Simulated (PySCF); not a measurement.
## Substituent effects on chemical shifts

Parent skeleton `[cH:1]1[cH:2][n:3][nH:4][cH:5]1`; one hydrogen on atom 2 is replaced by X. Hydrogens on one atom are averaged.

- shieldings: GIAO PBE0/pcSseg-1
- coordinates at the GFN2-xTB level
- program: PySCF 2.14.0 with density-fitted response routines
- one computed conformer, equivalent nuclei averaged, non-relativistic, gas phase

References, each an isolated molecule treated in the same way: TMS for $^{13}$C (σref 186.93) and $^{1}$H (σref 31.72); NH3 for $^{15}$N (σref 267.73).

Parent (X = H): C1 110.3, C2 142.8, N3 342.5, N4 221.3, C5 130.3, H(C1) 6.47, H(C5) 7.48 ppm. Effects are Δδ = δ(X) − δ(H), positive for deshielding.

**Question.** Give Δδ (ppm) for X = propynyl, CHO, COOCH3.

**Answer.** 
```csv
X,SMILES,C1,C2,N3,N4,C5,H(C1),H(C5)
propynyl,CC#Cc1cc[nH]n1,+6.6,-3.0,+10.2,-1.7,+0.4,+0.10,-0.10
CHO,O=Cc1cc[nH]n1,+2.6,+14.1,+21.0,+4.3,+2.1,+0.75,+0.06
COOCH3,COC(=O)c1cc[nH]n1,+6.4,+6.5,+14.5,+2.7,+1.1,+0.77,-0.01
```

**Question.** Which position responds most, and to which substituents?

**Answer.** C2: from -3.0 ppm with propynyl to +14.1 ppm with CHO.

Experimental scales use liquid or dissolved standards, which lie at an offset from isolated NH3 (liquid NH3: subtract about 20 ppm). Unscaled 15N shifts of sp2 nitrogen come out 20 to 40 ppm too high even then.
